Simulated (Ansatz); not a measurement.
Runs of Ansatz 0.2.0 on Ge. Symmetry: I4/mmm, No. 139, tetragonal system. Conventional cell: a = 3.217 Å, b = 3.217 Å, c = 3.746 Å, α = 90.00°, β = 90.00°, γ = 90.00°. Ge (site symmetry 4/mmm) has 12 Ge at 2.95 to 3.22 Å as nearest neighbours. The cell was built by a generator and needn't be a form met in nature.

```csv
task,level,atoms under strain,gap on the mesh (eV),pressure (GPa)
elastic constants,PBE,relaxed,none,(a)
phonons,PBE,-,none,-
phonons,PBEsol,-,none,-
elastic constants,PBEsol,relaxed,none,-3.8
```

Alike in all rows: potentials or basis Ansatz PAW; no spin polarisation; cell as given; k mesh 9 × 9 × 9; cutoff (eV) 420; smearing fermi-dirac 0.05 eV.

Problem. Fill in the values left out.

Solution. (a) -0.3.

Caveats: the elastic tensor has a negative eigenvalue, so either the cell is unstable as it stands or the mesh is too thin (some runs); the PAW data sets come from PBE, with cores solved anew for the run's functional, which leaves a small shift of forces and pressure (some runs); the cell is more than 3 GPa from zero pressure, which shifts response properties (some runs).

A k mesh can miss the band edges, and the runs leave out spin-orbit coupling on Ge.

A gap of «none» marks a metal or a gap under the smearing width.
